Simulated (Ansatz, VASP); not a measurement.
**One calculation of PtSe2 (Sudovikovite), two programs**

The input INCAR:

```
PREC = Accurate
ENCUT = 520
EDIFF = 1E-7
ISMEAR = -1
SIGMA = 0.05
LREAL = F
LASPH = T
NELM = 80
ALGO = Normal
ISIF = 2
LWAVE = F
LCHARG = F
GGA = PE
NBANDS = 18
```

File KPOINTS:

```
regular mesh
0
Gamma
  8 8 5
```

POSCAR

```
PtSe2
1.0
    3.7486629704      0.0000000000      0.0000000000
   -1.8743314852      3.2464373626      0.0000000000
    0.0000000000      0.0000000000      5.0955241558
Pt Se
1 2
Direct
    0.0000000000      0.0000000000      0.0000000000
    0.6666666667      0.3333333333      0.7500000000
    0.3333333333      0.6666666667      0.2500000000
```

input.yaml

```yaml
crystal:
  lattice:
    - [3.7486629704, 0.0, 0.0]
    - [-1.8743314852, 3.2464373626, 0.0]
    - [0.0, 0.0, 5.0955241558]
  atoms:
    - { symbol: Pt, position: [0.0, 0.0, 0.0] }
    - { symbol: Se, position: [0.6666666667, 0.3333333333, 0.75] }
    - { symbol: Se, position: [0.3333333333, 0.6666666667, 0.25] }
hamiltonian:
  xc: pbe
  pseudopotentials: { kind: paw }
kpoints:
  mp_grid: { grid: [8, 8, 5] }
scf:
  occupations: { method: fermi_dirac, width: 0.05 }
output:
  forces: true
  stress: true
  eigenvalues: true
  write_density: true
  write_potential: true
  elf: true
  volumetric_format: npy
```

Change from the starting cell: volume scaled by 1.02.

Alike in both runs: task single point; functional PBE; k mesh 8 × 8 × 5; occupations fermi-dirac, width 0.05 eV; no spin polarisation.

|  | VASP | Ansatz |
| --- | --- | --- |
| version | VASP 6.6.1 | Ansatz 0.2.0 |
| potentials or method | VASP PAW PBE potentials, release 64 (Pt, Se) | Ansatz PAW |
| plane-wave cutoff (eV) | 520 | 420 |
| valence electrons in the cell | 22 | 50 |

```csv
,VASP,Ansatz,Ansatz less VASP
gap on the k mesh at the Fermi level (eV),none,none,-
pressure (GPa),4.5,4.5,+0.02
largest component of the traceless stress (GPa),0.59,0.58,-0.007
rms of the force components (eV/Å),0.166,0.163,-0.0027
```

Atom by atom the forces differ by 0.003 eV/Å (rms over components). A gap of «none» marks a metal or a gap that the smearing closes. The two sets of potentials don't hold the same shells in valence.

Spin-orbit coupling is left out, which matters for the levels of Pt.
